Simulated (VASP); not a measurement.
# CdSe (F-43m) in VASP: Born charges and dielectric tensor with PBE

Aim: the Born charges and dielectric tensor of CdSe with PBE.

All numbers are computed with VASP 6.6.1; they aren't measurements. Logs are shortened: lines on timing, memory, paths and dates and some standing lists are left out, and cuts for length are marked.

**1. The crystal as given**

It takes space group F-43m (No. 216, cubic). Conventional cell: a = 6.206 Å, b = 6.206 Å, c = 6.206 Å, α = 90.00°, β = 90.00°, γ = 90.00°. Around Cd (site symmetry -43m) lie 4 Se at 2.69 Å. Se (site symmetry -43m) is surrounded by 4 Cd at 2.69 Å.

Measurements of this composition are mostly on another form, of space group No. 186.

**2. Born charges and dielectric tensor, PBE**

INCAR reads:

```
SYSTEM = CdSe
ALGO = Normal ; EDIFF = 1E-8
ENCUT = 600 ; GGA = PE
IBRION = 8 ; ISIF = 2
ISMEAR = 0 ; LASPH = .TRUE.
LCHARG = .FALSE. ; LEPSILON = .TRUE.
LREAL = .FALSE. ; LWAVE = .FALSE.
NELM = 60 ; NSW = 1
PREC = Accurate ; SIGMA = 0.02
```

KPOINTS reads:

```
k-points
0
G
  10 10 10
  0 0 0
```

POSCAR reads:

```
CdSe
1.0
    0.0000000000      3.1027600000      3.1027600000
    3.1027600000      0.0000000000      3.1027600000
    3.1027600000      3.1027600000      0.0000000000
Cd Se
1 1
Direct
    0.0000000000      0.0000000000      0.0000000000
    0.2500000000      0.2500000000      0.2500000000
```

Potentials or basis: VASP PAW PBE potentials, release 64 (Cd, Se).

Launch:

```bash
> cat potpaw_PBE.64/Cd/POTCAR potpaw_PBE.64/Se/POTCAR > POTCAR
> mpirun -np 1 vasp_std > vasp.out
```

OUTCAR:

```text
SYSTEM = CdSe
   EDIFF = 1E-8
   ENCUT = 600
   GGA = PE
   IBRION = 8
   ISIF = 2
   ISMEAR = 0
   LASPH = .TRUE.
   LEPSILON = .TRUE.
   LREAL = .FALSE.
   NELM = 60
   NSW = 1
   PREC = Accurate

 ion  position               nearest neighbor table
   1  0.000  0.000  0.000-   2 2.69   2 2.69   2 2.69   2 2.69
   2  0.250  0.250  0.250-   1 2.69   1 2.69   1 2.69   1 2.69

  LATTYP: Found a face centered cubic cell.
 ALAT       =     6.2055200000

  Lattice vectors:

 A1 = (   0.0000000000,   3.1027600000,   3.1027600000)
 A2 = (   3.1027600000,   0.0000000000,   3.1027600000)
 A3 = (   3.1027600000,   3.1027600000,   0.0000000000)

Analysis of symmetry for initial positions (statically):
=====================================================================
 Subroutine PRICEL returns:
 Original cell was already a primitive cell.

 Routine SETGRP: Setting up the symmetry group for a
 face centered cubic supercell.

 Subroutine GETGRP returns: Found 24 space group operations
 (whereof 24 operations were pure point group operations)
 out of a pool of 48 trial point group operations.

The static configuration has the point symmetry T_d .

Analysis of symmetry for dynamics (positions and initial velocities):
=====================================================================
 Subroutine PRICEL returns:
 Original cell was already a primitive cell.

 Routine SETGRP: Setting up the symmetry group for a
 face centered cubic supercell.

 Subroutine GETGRP returns: Found 24 space group operations
 (whereof 24 operations were pure point group operations)
 out of a pool of 48 trial point group operations.

The dynamic configuration has the point symmetry T_d .

 Subroutine INISYM returns: Found 24 space group operations
 (whereof 24 operations are pure point group operations),
 and found     1 'primitive' translations

----------------------------------------------------------------------------------------

                                     Primitive cell

  volume of cell :      59.7413

  direct lattice vectors                    reciprocal lattice vectors
     0.000000000  3.102760000  3.102760000    -0.161146850  0.161146850  0.161146850
     3.102760000  0.000000000  3.102760000     0.161146850 -0.161146850  0.161146850
     3.102760000  3.102760000  0.000000000     0.161146850  0.161146850 -0.161146850

  length of vectors
     4.387965273  4.387965273  4.387965273     0.279114532  0.279114532  0.279114532

  position of ions in fractional coordinates (direct lattice)
     0.000000000  0.000000000  0.000000000
     0.250000000  0.250000000  0.250000000

  ion indices of the primitive-cell ions
   primitive index   ion index
                 1           1
                 2           2

----------------------------------------------------------------------------------------

 KPOINTS: k-points

Automatic generation of k-mesh.
 Grid dimensions read from file:
 generate k-points for:   10   10   10

 Generating k-lattice:

  Cartesian coordinates                     Fractional coordinates (reciprocal lattice)
[... 533 lines left out ...]
  ---------------------------------------------------
  ---------------------------------------------------
  free energy    TOTEN  =        -1.79084941 eV

  energy without entropy =       -1.79084941

------------------------ aborting loop because EDIFF is reached ----------------------------------------

--------------------------------------- Ionic step        2  -------------------------------------------

------------------------ aborting loop because EDIFF is reached ----------------------------------------

--------------------------------------- Ionic step        3  -------------------------------------------

------------------------ aborting loop because EDIFF is reached ----------------------------------------

 PIEZOELECTRIC TENSOR FIELD DIRECTION 3  (e Angst)
 -----------------------------------------------------------------------------
    -0.00099 -2.67854  0.00000           (  0.00000  0.04363  0.00000)
    -2.67854 -0.00099  0.00000           (  0.04363  0.00000  0.00000)
     0.00000  0.00000 -0.00070           (  0.00000  0.00000 -0.00000)

 PIEZOELECTRIC TENSOR FIELD DIRECTION 3  (C/m^2)
 -----------------------------------------------------------------------------
    -0.00026 -0.71835  0.00000
    -0.71835 -0.00026  0.00000
     0.00000  0.00000 -0.00019

--------------------------------------- Ionic step        4  -------------------------------------------

------------------------ aborting loop because EDIFF is reached ----------------------------------------

[... ionic steps 5 to 6 ...]

--------------------------------------- Ionic step        7  -------------------------------------------

 Free energy of the ion-electron system (eV)
  ---------------------------------------------------
  ---------------------------------------------------
  free energy    TOTEN  =        -0.08485370 eV

  energy without entropy =       -0.08485370

------------------------ aborting loop because EDIFF is reached ----------------------------------------

 INTERNAL STRAIN TENSOR  FOR ION    2  DIRECTION 1   (eV/Angst):
 -----------------------------------------------------------------------------
     0.00686  0.00000  0.00000
     0.00000 -0.00104 -4.89106
     0.00000 -4.89106 -0.00104

 MACROSCOPIC STATIC DIELECTRIC TENSOR (including local field effects in DFT)
 ------------------------------------------------------
          11.183751    -0.000000    -0.000000
           0.000000    11.183751    -0.000000
           0.000000     0.000000    11.183751
 ------------------------------------------------------

 PIEZOELECTRIC TENSOR (including local field effects)  for field in x, y, z        (e  Angst)
          XX          YY          ZZ          XY          YZ          ZX
  --------------------------------------------------------------------------------
  x     0.00000     0.00000     0.00000     0.00000    -2.68977     0.00000
  y     0.00000     0.00000    -0.00000     0.00000    -0.00000    -2.68977
  z     0.00000     0.00000    -0.00000    -2.68977     0.00000     0.00000

 PIEZOELECTRIC TENSOR (including local field effects)  for field in x, y, z        (C/m^2)
          XX          YY          ZZ          XY          YZ          ZX
  --------------------------------------------------------------------------------
  x     0.00000     0.00000     0.00000     0.00000    -0.72136     0.00000
  y     0.00000     0.00000    -0.00000     0.00000    -0.00000    -0.72136
  z     0.00000     0.00000    -0.00000    -0.72136     0.00000     0.00000

 BORN EFFECTIVE CHARGES (including local field effects) (in |e|, cummulative output)
 ---------------------------------------------------------------------------------
 ion    1
    1     2.37991     0.00000     0.00000
    2     0.00000     2.37991    -0.00000
    3     0.00000     0.00000     2.37991
 ion    2
    1    -2.37991     0.00000    -0.00000
    2     0.00000    -2.37991     0.00000
    3    -0.00000    -0.00000    -2.37991

 INTERNAL STRAIN TENSOR FOR ION    2 for displacements in x,y,z  (eV/Angst):
          X           Y           Z          XY          YZ          ZX
  --------------------------------------------------------------------------------
  x    -0.00000    -0.00000    -0.00000     0.00000    -4.89106     0.00000
  y    -0.00000    -0.00000    -0.00000     0.00000     0.00000    -4.89106
  z    -0.00000    -0.00000    -0.00000    -4.89106     0.00000     0.00000

 SECOND DERIVATIVES (NOT SYMMETRIZED)
 ------------------------------------
               1X          1Y          1Z          2X          2Y          2Z
  1X    -4.120157    0.000000    0.000000    4.120157    0.000000    0.000000
  1Y     0.000000   -4.120157    0.000000    0.000000    4.120157    0.000000
  1Z     0.000000    0.000000   -4.120157    0.000000    0.000000    4.120157
  2X     4.120097    0.000000    0.000000   -4.120097    0.000000    0.000000
  2Y     0.000000    4.120097    0.000000    0.000000   -4.120097    0.000000
  2Z     0.000000    0.000000    4.120097    0.000000    0.000000   -4.120097

 Eigenvectors and eigenvalues of the dynamical matrix
 ----------------------------------------------------

   1 f  =    4.659463 THz    29.276266 2PiTHz  155.422939 cm-1    19.269980 meV
             X         Y         Z           dx          dy          dz
      0.000000  0.000000  0.000000     0.000000    0.642344    0.000000
      1.551380  1.551380  1.551380     0.000000   -0.766417    0.000000
[... 21 lines left out ...]
   6 f/i=    0.000017 THz     0.000105 2PiTHz    0.000560 cm-1     0.000069 meV
             X         Y         Z           dx          dy          dz
      0.000000  0.000000  0.000000     0.000000    0.000000    0.766417
      1.551380  1.551380  1.551380     0.000000    0.000000    0.642344

--------------------------------------------------------------------------------------------------------

 MACROSCOPIC STATIC DIELECTRIC TENSOR IONIC CONTRIBUTION
 ------------------------------------------------------
           4.163902    -0.000000     0.000000
          -0.000000     4.163902    -0.000000
           0.000000    -0.000000     4.163902
 ------------------------------------------------------

 ELASTIC MODULI CONTR FROM IONIC RELAXATION (kBar)
 Direction    XX          YY          ZZ          XY          YZ          ZX
 --------------------------------------------------------------------------------
 XX          -0.0000     -0.0000     -0.0000     -0.0000      0.0000     -0.0000
 YY          -0.0000     -0.0000     -0.0000     -0.0000     -0.0000      0.0000
 ZZ          -0.0000     -0.0000     -0.0000      0.0000     -0.0000     -0.0000
 XY          -0.0000     -0.0000      0.0000   -159.0835      0.0000      0.0000
 YZ           0.0000     -0.0000     -0.0000      0.0000   -159.0835      0.0000
 ZX          -0.0000      0.0000     -0.0000      0.0000      0.0000   -159.0835
 --------------------------------------------------------------------------------

 PIEZOELECTRIC TENSOR IONIC CONTR  for field in x, y, z        (C/m^2)
          XX          YY          ZZ          XY          YZ          ZX
  --------------------------------------------------------------------------------
  x    -0.00000     0.00000     0.00000     0.00000     0.76583     0.00000
  y     0.00000    -0.00000     0.00000    -0.00000     0.00000     0.76583
  z     0.00000     0.00000    -0.00000     0.76583     0.00000     0.00000
```

Wall time 23 min (1 thread of AMD EPYC 7R13 (Zen 3), shared host); peak memory 0.53 GiB.

What came out:

| Item | Value |
| --- | --- |
| Band gap on the k mesh | 0.48 eV, direct |
| Electronic dielectric tensor (diagonal) | 11.18 |
| Born charges (mean of the diagonal) | Cd +2.38; Se -2.38 e |
| Highest phonon frequency at Γ, LO-TO splitting left out | 155 cm⁻¹ |

Phonon frequencies in cm⁻¹ (negative: imaginary):
```
              q point        frequencies
(0.000, 0.000, 0.000)  0 0 0 155 155 155
```

Electronic dielectric tensor:
```
11.18  0.00  0.00
 0.00 11.18  0.00
 0.00  0.00 11.18
```

Born effective charge tensors (e):
atom 1, Cd
```
2.38 0.00 0.00
0.00 2.38 0.00
0.00 0.00 2.38
```
atom 2, Se
```
-2.38  0.00  0.00
 0.00 -2.38  0.00
 0.00  0.00 -2.38
```

Caveat: the gap is small at this level, which inflates the dielectric constant.
